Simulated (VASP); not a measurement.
# Hf (Fm-3m) in VASP: further runs

Runs on Hf. Level: PBEsol. Tasks: single point.

All numbers are computed with VASP 6.6.1; they aren't measurements. Logs are shortened: lines on timing, memory, paths and dates and some standing lists are left out, and cuts for length are marked.

## 1. The structure

It takes space group Fm-3m (No. 225, cubic). Conventional cell: a = 4.419 Å, b = 4.419 Å, c = 4.419 Å, α = 90.00°, β = 90.00°, γ = 90.00°. Around Hf (site symmetry m-3m) lie 12 Hf at 3.12 Å.

This isn't the form of Hf at room conditions, which is hcp.

## 2. Single point, PBEsol

Input file INCAR:

```
  PREC = Accurate
  ENCUT = 520
  EDIFF = 1E-6
  ISMEAR = -1
  SIGMA = 0.1
  LREAL = F
  LASPH = T
  NELM = 80
  ALGO = Fast
  ISIF = 2
  LWAVE = F
  LCHARG = T
  GGA = PS
  LELF = T
  LVHAR = T
  NBANDS = 11
```

Input file KPOINTS:

```
regular mesh
0
Gamma
  20 20 20
```

Input file POSCAR:

```
Hf
1.0
    0.0000000000      2.2096845531      2.2096845531
    2.2096845531      0.0000000000      2.2096845531
    2.2096845531      2.2096845531      0.0000000000
Hf
1
Direct
    0.0000000000      0.0000000000      0.0000000000
```

Potentials or basis: VASP PAW PBE potentials, release 64 (Hf_pv).

On the command line:

```bash
cat potpaw_PBE.64/Hf_pv/POTCAR > POTCAR
mpirun -np 1 vasp_std > vasp.out
```

OUTCAR:

```text
PREC = Accurate
   ENCUT = 520
   EDIFF = 1E-6
   ISMEAR = -1
   LREAL = F
   LASPH = T
   NELM = 80
   ISIF = 2
   GGA = PS

 ion  position               nearest neighbor table
   1  0.000  0.000  0.000-

  LATTYP: Found a face centered cubic cell.
 ALAT       =     4.4193691062

  Lattice vectors:

 A1 = (   0.0000000000,   2.2096845531,   2.2096845531)
 A2 = (   2.2096845531,   0.0000000000,   2.2096845531)
 A3 = (   2.2096845531,   2.2096845531,   0.0000000000)

Analysis of symmetry for initial positions (statically):
=====================================================================
 Subroutine PRICEL returns:
 Original cell was already a primitive cell.

 Routine SETGRP: Setting up the symmetry group for a
 face centered cubic supercell.

 Subroutine GETGRP returns: Found 48 space group operations
 (whereof 48 operations were pure point group operations)
 out of a pool of 48 trial point group operations.

The static configuration has the point symmetry O_h .

Analysis of symmetry for dynamics (positions and initial velocities):
=====================================================================
 Subroutine PRICEL returns:
 Original cell was already a primitive cell.

 Routine SETGRP: Setting up the symmetry group for a
 face centered cubic supercell.

 Subroutine GETGRP returns: Found 48 space group operations
 (whereof 48 operations were pure point group operations)
 out of a pool of 48 trial point group operations.

The dynamic configuration has the point symmetry O_h .

 Subroutine INISYM returns: Found 48 space group operations
 (whereof 48 operations are pure point group operations),
 and found     1 'primitive' translations

----------------------------------------------------------------------------------------

                                     Primitive cell

  volume of cell :      21.5785

  direct lattice vectors                    reciprocal lattice vectors
     0.000000000  2.209684553  2.209684553    -0.226276642  0.226276642  0.226276642
     2.209684553  0.000000000  2.209684553     0.226276642 -0.226276642  0.226276642
     2.209684553  2.209684553  0.000000000     0.226276642  0.226276642 -0.226276642

  length of vectors
     3.124965864  3.124965864  3.124965864     0.391922640  0.391922640  0.391922640

  position of ions in fractional coordinates (direct lattice)
     0.000000000  0.000000000  0.000000000

  ion indices of the primitive-cell ions
   primitive index   ion index
                 1           1

----------------------------------------------------------------------------------------

 KPOINTS: regular mesh

Automatic generation of k-mesh.
 Grid dimensions read from file:
 generate k-points for:   20   20   20

 Generating k-lattice:

  Cartesian coordinates                     Fractional coordinates (reciprocal lattice)
    -0.011313832  0.011313832  0.011313832     0.050000000  0.000000000  0.000000000
     0.011313832 -0.011313832  0.011313832     0.000000000  0.050000000  0.000000000
     0.011313832  0.011313832 -0.011313832     0.000000000  0.000000000  0.050000000

  Length of vectors
     0.019596132  0.019596132  0.019596132

  Shift w.r.t. Gamma in fractional coordinates (k-lattice)
     0.000000000  0.000000000  0.000000000

 Subroutine IBZKPT returns following result:
 ===========================================

 Found    256 irreducible k-points:

 Following reciprocal coordinates:
            Coordinates               Weight
  0.000000  0.000000  0.000000      1.000000
  0.050000  0.000000  0.000000      8.000000
  0.100000  0.000000  0.000000      8.000000
  0.150000  0.000000  0.000000      8.000000
  0.200000  0.000000  0.000000      8.000000
  0.250000  0.000000  0.000000      8.000000
[... 16 lines left out ...]
 -0.400000  0.050000  0.000000     24.000000
 -0.350000  0.050000  0.000000     24.000000
 [... further k-points ...]
   k-points           NKPTS =    256   k-points in BZ     NKDIM =    256   number of bands    NBANDS=     11
   number of dos      NEDOS =    301   number of ions     NIONS =      1
   total plane-waves  NPLWV =  13824
   dimension x,y,z NGX =    24 NGY =   24 NGZ =   24
   dimension x,y,z NGXF=    48 NGYF=   48 NGZF=   48
   ions per type =               1
   NGX,Y,Z   is equivalent  to a cutoff of  12.77, 12.77, 12.77 a.u.
   NGXF,Y,Z  is equivalent  to a cutoff of  25.54, 25.54, 25.54 a.u.
 SYSTEM =  unknown system
   PREC   = accura    normal or accurate (medium, high low for compatibility)
   ISTART =      0    job   : 0-new  1-cont  2-samecut
   ICHARG =      2    charge: 1-file 2-atom 10-const
   ISPIN  =      1    spin polarized calculation?
   LNONCOLLINEAR =      F non collinear calculations
   LSORBIT =      F    spin-orbit coupling
   LASPH  =      T    aspherical Exc in radial PAW
   ENCUT  =  520.0 eV  38.22 Ry    6.18 a.u.   5.81  5.81  5.81*2*pi/ulx,y,z
   NELM   =     80;   NELMIN=  2; NELMDL= -5     # of ELM steps
   EDIFF  = 0.1E-05   stopping-criterion for ELM
   LREAL  =      F    real-space projection
   EDIFFG = 0.1E-04   stopping-criterion for IOM
   NSW    =      0    number of steps for IOM
   IBRION =     -1    ionic relax: 0-MD 1-quasi-New 2-CG
   NFREE  =      0    steps in history (QN), initial steepest desc. (CG)
   ISIF   =      2    stress and relaxation
   ISYM   =      2    0-nonsym 1-usesym 2-fastsym
   POTIM  = 0.5000    time-step for ionic-motion
   TEBEG  =    0.0;   TEEND  =   0.0 temperature during run
   PSTRESS=    0.0 pullay stress
   NELECT =      10.0000    total number of electrons
   NUPDOWN=      -1.0000    fix difference up-down
   EMIN   =  10.00;   EMAX   =-10.00  energy-range for DOS
   EFERMI =   0.00;   METHOD = LEGACY
   ISMEAR =    -1;   SIGMA  =   0.10  broadening in eV -4-tet -1-fermi 0-gaus
   EFERMI_NEDOS =   21; number of points for ismear=-14 and -15
   IALGO  =     68    algorithm
   IMIX   =      4    mixing-type and parameters
     AMIX     =   0.40;   BMIX     =  1.00
     AMIX_MAG =   1.60;   BMIX_MAG =  1.00
  volume/ion in A,a.u.               =      21.58       145.62
  Fermi-wavevector in a.u.,A,eV,Ry     =   1.266877  2.394051 21.837052  1.604978
  Thomas-Fermi vector in A             =   2.400055
   LORBIT       =      0    0 simple, 1 ext, 2 COOP (PROOUT), +10 PAW based schemes
   GGA     = PS    functional components
   LHFCALC =     F    Hartree Fock is set to
   AEXX    =    0.0000 exact exchange contribution
   IVDW    =     0    specifies the selected vdW correction
   LEPSILON=     F    determine dielectric tensor
   LRPA    =     F    only Hartree local field effects (RPA)
 non-spin polarized calculation
 RMM-DIIS sequential band-by-band and
  energy-cutoff  :      520.00
  volume of cell :       21.58
 maximum number of plane-waves:       604
   NGX = 11   NGY = 11   NGZ = 11

 number of electron      10.0000001 magnetization

 Free energy of the ion-electron system (eV)
  ---------------------------------------------------
  ext. energy  EPLUGINS =         0.00000000
  ---------------------------------------------------
  free energy    TOTEN  =       -10.45753692 eV

  energy without entropy =      -10.41088901  energy(sigma->0) =      -10.43421296

 E-fermi :   4.8383     XC(G=0): -11.5588

 val. band max:        4.8373443097   @ k =   0.4500   0.1000   0.0000
 cond. band min:       4.8384586309   @ k =  -0.2500   0.2500   0.1000
 fundamental gap:      0.0011143211
 Fermi energy:         4.8382985752

 k-point     1 :       0.0000    0.0000    0.0000
  band No.  band energies     occupation
      1     -24.9953      2.00000
      2     -24.9953      2.00000
      3     -24.9953      2.00000
      4      -2.5069      2.00000
      5       6.2383      0.00000
      6       6.2383      0.00000
      7       6.2383      0.00000
      8       9.1539      0.00000
      9       9.1539      0.00000
     10      16.3234      0.00000
     11      18.0092      0.00000

 k-point     2 :       0.0500    0.0000    0.0000
  band No.  band energies     occupation
      1     -25.0196      2.00000
      2     -24.9984      2.00000
      3     -24.9984      2.00000
      4      -2.4149      2.00000
      5       6.1428      0.00000
      6       6.2833      0.00000
      7       6.2833      0.00000
      8       9.1024      0.00000
      9       9.1024      0.00000
     10      16.5317      0.00000
     11      20.1721      0.00000

 k-point     3 :       0.1000    0.0000    0.0000
  band No.  band energies     occupation
      1     -25.0897      2.00000
      2     -25.0072      2.00000
      3     -25.0072      2.00000
      4      -2.1454      2.00000
      5       5.8878      0.00006
      6       6.4041      0.00000
      7       6.4041      0.00000
      8       8.9775      0.00000
      9       8.9775      0.00000
     10      17.0964      0.00000
     11      19.3343      0.00000

 k-point     4 :       0.1500    0.0000    0.0000
  band No.  band energies     occupation
      1     -25.1972      2.00000
      2     -25.0208      2.00000
      3     -25.0208      2.00000
      4      -1.7189      2.00000
      5       5.5479      0.00165
      6       6.5528      0.00000
      7       6.5528      0.00000
      8       8.8642      0.00000
      9       8.8642      0.00000
     10      17.6290      0.00000
     11      18.7107      0.00000
[... 239 lines left out ...]
 k-point    22 :      -0.4500    0.0500    0.0000
  band No.  band energies     occupation
      1     -25.9019      2.00000
      2     -25.1352      2.00000
      3     -25.1176      2.00000
      4       1.1478      2.00000
      5       5.3508      0.01182
      6       5.9953      0.00002
      7       6.0784      0.00001
      8      11.1740      0.00000
      9      11.5257      0.00000
     10      14.6131      0.00000
     11      16.2834      0.00000

 k-point    23 :      -0.4000    0.0500    0.0000
  band No.  band energies     occupation
      1     -25.8543      2.00000
      2     -25.1321      2.00000
      3     -25.1069      2.00000
      4       1.0228      2.00000
      5       5.1595      0.07743
      6       6.0226      0.00001
      7       6.1499      0.00000
      8      10.6755      0.00000
      9      11.3001      0.00000
     10      14.8743      0.00000
     11      16.9103      0.00000

 k-point    24 :      -0.3500    0.0500    0.0000
  band No.  band energies     occupation
      1     -25.7701      2.00000
      2     -25.1229      2.00000
      3     -25.0918      2.00000
      4       0.7483      2.00000
      5       4.9081      0.66466
      6       6.1387      0.00000
      7       6.2849      0.00000
      8      10.0425      0.00000
      9      10.8312      0.00000
     10      15.2600      0.00000
     11      17.9784      0.00000

 [... further k-points ...]

------------------------ aborting loop because EDIFF is reached ----------------------------------------

  FORCE on cell =-STRESS in cart. coord.  units (eV):
  Direction    XX          YY          ZZ          XY          YZ          ZX
  --------------------------------------------------------------------------------------
  -------------------------------------------------------------------------------------
  Total       -0.0434021     -0.0434021     -0.0434021      0.0000000      0.0000000     -0.0000000
  in kB       -3.2225563     -3.2225563     -3.2225563      0.0000000      0.0000000     -0.0000000
  external PRESSURE =      -3.2225563 kB  Pullay stress =       0.0000000 kB

 VOLUME and BASIS-vectors are now :
 -----------------------------------------------------------------------------
  energy-cutoff  :      520.00
  volume of cell :       21.58
      direct lattice vectors                 reciprocal lattice vectors
     0.000000000  2.209684553  2.209684553    -0.226276642  0.226276642  0.226276642
     2.209684553  0.000000000  2.209684553     0.226276642 -0.226276642  0.226276642
     2.209684553  2.209684553  0.000000000     0.226276642  0.226276642 -0.226276642

 POSITION                                       TOTAL-FORCE (eV/Angst)
 -----------------------------------------------------------------------------------
      0.00000      0.00000      0.00000        -0.000000     -0.000000      0.000000
 -----------------------------------------------------------------------------------
    total drift:                               -0.000000      0.000000     -0.000000

  FREE ENERGIE OF THE ION-ELECTRON SYSTEM (eV)
  ---------------------------------------------------
  free  energy   TOTEN  =       -10.4575369174 eV

  energy  without entropy=      -10.4108890066  energy(sigma->0) =      -10.43421296
```

Run time: 41 s. Hardware: 1 thread of Intel Xeon Platinum 8375C at 2.90GHz (Ice Lake), shared host; peak memory 0.18 GiB.

Results:

```yaml
Free_energy: -10.4575 eV
Pressure: -0.3 GPa
Band_gap_on_the_k_mesh: none (metal or under the smearing width)
```

Levels at points of the mesh, in eV from the Fermi level:
```csv
k point,band 2,band 3,band 4,band 5,band 6,band 7,band 8,band 9
"(0.00, 0.00, 0.00)",-29.83,-29.83,-7.35,1.40,1.40,1.40,4.32,4.32
"(0.50, 0.00, 0.00)",-29.96,-29.96,-3.75,0.73,1.16,1.16,6.56,6.56
"(0.50, 0.50, 0.00)",-30.16,-30.16,-3.42,-2.27,2.73,6.56,7.22,7.22
```

Caveat: the PAW data sets were made with another functional, which shifts forces and pressure a little. Spin-orbit coupling is left out, which matters for the levels of Hf.

## 3. Single point, PBEsol

This run uses another cell than the first one, of 20.72 Å³/atom, 0.960 times its volume.

Input file INCAR:

```
PREC = Accurate ; ENCUT = 520
EDIFF = 1E-7 ; ISMEAR = -1
SIGMA = 0.1 ; LREAL = F
LASPH = T ; NELM = 80
ALGO = Normal ; ISIF = 2
LWAVE = F ; LCHARG = F
GGA = PS ; NBANDS = 11
```

Input file KPOINTS:

```
Automatic mesh
0
Gamma
  14 14 14
```

Input file POSCAR:

```
Hf
1.0
    0.0000000000      2.1798202902      2.1798202902
    2.1798202902      0.0000000000      2.1798202902
    2.1798202902      2.1798202902      0.0000000000
Hf
1
Direct
    0.0000000000      0.0000000000      0.0000000000
```

Potentials or basis: VASP PAW PBE potentials, release 64 (Hf_pv).

On the command line:

```bash
cat potpaw_PBE.64/Hf_pv/POTCAR > POTCAR
mpirun -np 1 vasp_std > vasp.out
```

Wall time 16 s (1 thread of Intel Xeon Platinum 8375C at 2.90GHz (Ice Lake), shared host); peak memory 0.15 GiB.

It converged, with:

| Item | Value |
| --- | --- |
| Free energy | -10.4463 eV |
| Pressure | 4.5 GPa |
| Band gap on the k mesh | none (metal or under the smearing width) |

Levels at points of the mesh, in eV from the Fermi level:
| k point | band 2 | band 3 | band 4 | band 5 | band 6 | band 7 | band 8 | band 9 |
| --- | --- | --- | --- | --- | --- | --- | --- | --- |
| (0.00, 0.00, 0.00) | -29.67 | -29.67 | -7.47 | 1.42 | 1.42 | 1.42 | 4.49 | 4.49 |
| (0.50, 0.00, 0.00) | -29.81 | -29.81 | -3.87 | 0.89 | 1.16 | 1.16 | 6.86 | 6.86 |
| (0.50, 0.50, 0.00) | -30.05 | -30.05 | -3.59 | -2.42 | 2.99 | 6.87 | 7.57 | 7.57 |

Caveat: the PAW data sets were made with another functional, which shifts forces and pressure a little.

## 4. Single point, PBEsol

This run uses another cell than the first one, of 24.17 Å³/atom, 1.120 times its volume.

Input file INCAR:

```
ALGO = Fast
EDIFF = 1E-7
ENCUT = 520
GGA = PS
ISIF = 2
ISMEAR = -1
LASPH = T
LCHARG = F
LREAL = F
LWAVE = F
NBANDS = 11
NELM = 80
PREC = Accurate
SIGMA = 0.1
```

Input file KPOINTS:

```
k-points
0
Gamma
  14 14 14
```

Input file POSCAR:

```
Hf
1.0
    0.0000000000      2.2947548018      2.2947548018
    2.2947548018      0.0000000000      2.2947548018
    2.2947548018      2.2947548018      0.0000000000
Hf
1
Direct
    0.0000000000      0.0000000000      0.0000000000
```

On the command line:

```bash
cat potpaw_PBE.64/Hf_pv/POTCAR > POTCAR
mpirun -np 1 vasp_std > vasp.out
```

Wall time 18 s (1 thread of Intel Xeon Platinum 8375C at 2.90GHz (Ice Lake), shared host); peak memory 0.15 GiB.

The run converged. Its results:

| Item | Value |
| --- | --- |
| Free energy | -10.3648 eV |
| Pressure | -10.4 GPa |
| Band gap on the k mesh | none (metal or under the smearing width) |

Levels at points of the mesh, in eV from the Fermi level:
```tsv
k point	band 2	band 3	band 4	band 5	band 6	band 7	band 8	band 9
(0.00, 0.00, 0.00)	-30.26	-30.26	-6.95	1.34	1.34	1.34	3.86	3.86
(0.50, 0.00, 0.00)	-30.34	-30.34	-3.43	0.38	1.15	1.15	5.77	5.77
(0.50, 0.50, 0.00)	-30.48	-30.48	-2.96	-1.87	2.16	5.77	6.33	6.33
```

Caveat: the PAW data sets were made with another functional, which shifts forces and pressure a little. The run has no spin-orbit coupling, so splittings on Hf are missing.

## 5. Overview

```tsv
cell	k mesh	gap on the mesh (eV)	pressure (GPa)
Fm-3m, 21.58 Å³/atom	20 × 20 × 20	none	-0.3
Fm-3m, 20.72 Å³/atom	14 × 14 × 14	none	4.5
Fm-3m, 24.17 Å³/atom	14 × 14 × 14	none	-10.4
```

Alike in all rows: task single point; level PBEsol; potentials or basis VASP PAW PBE potentials, release 64 (Hf_pv); no spin polarisation; cutoff (eV) 520; smearing fermi-dirac 0.1 eV.

Every run on the cell as given and a fine mesh finds a metal.

Caveats: the PAW data sets were made with another functional, which shifts forces and pressure a little.

Total energies depend on the potentials used, so only differences within one code and one set of settings carry meaning.
